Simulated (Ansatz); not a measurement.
A (111) slab of TaC (Fm-3m (No. 225)), 9 planes, outer planes Ta (top) and Ta (bottom), with 9 atoms (Ta5C4) in a surface cell of A = 8.621 Å², as cut from the bulk:

```yaml
crystal:
  lattice:
    - [3.15505, 0.00000, 0.00000]
    - [-1.57752, 2.73235, 0.00000]
    - [0.00000, 0.00000, 25.30434]
  atoms:
    - { symbol: Ta, position: [0.66667, 0.33333, 0.29639] }
    - { symbol: C, position: [0.00000, 0.00000, 0.34729] }
    - { symbol: Ta, position: [0.33333, 0.66667, 0.39820] }
    - { symbol: C, position: [0.66667, 0.33333, 0.44910] }
    - { symbol: Ta, position: [0.00000, 0.00000, 0.50000] }
    - { symbol: C, position: [0.33333, 0.66667, 0.55090] }
    - { symbol: Ta, position: [0.66667, 0.33333, 0.60180] }
    - { symbol: C, position: [0.00000, 0.00000, 0.65271] }
    - { symbol: Ta, position: [0.33333, 0.66667, 0.70361] }
```

The calculation used Ansatz 0.2.0, DFT r2SCAN, scalar-relativistic, plane waves, PAW. Plane waves to 500 eV, a k mesh through Γ of 12×12×1 on the computed 9-atom cell and Gaussian smearing (0.10 eV); no spin polarisation.

The relaxed slab holds 4 formula units of TaC and 1 further Ta. Against those formula units in the bulk and the further Ta in its standard state it lies 2.244 eV higher. The formation energy of TaC from the standard states is -1.379 eV a formula unit (uncorrected, no zero-point or thermal terms).

Q: Over what range can the chemical potential of Ta vary, and what is the surface energy at both ends?

A: In contact with the bulk, μ(Ta) + μ(C) is fixed. With Δμ counted from the standard states, Δμ(Ta) ≤ 0 keeps elemental Ta from forming, and Δμ(C) ≤ 0 requires Δμ(Ta) ≥ ΔH = -1.379 eV. Other compounds of Ta and C can narrow this range. Then γ, the mean of both faces, = [2.244 eV − 1.00·Δμ(Ta)]/(2A). At the Ta-rich end (Δμ = 0): 2.244/(2 × 8.621) × 16.02 = 2.08 J/m². At the Ta-poor end: (2.244 + 1.379)/(2 × 8.621) × 16.02 = 3.37 J/m².

Q: How does its energy depend on growth conditions?

A: It carries an excess of Ta, so its energy falls by 0.93 J/m² for each eV that μ(Ta) rises: Ta-rich conditions lower it; whether it appears depends on the other terminations.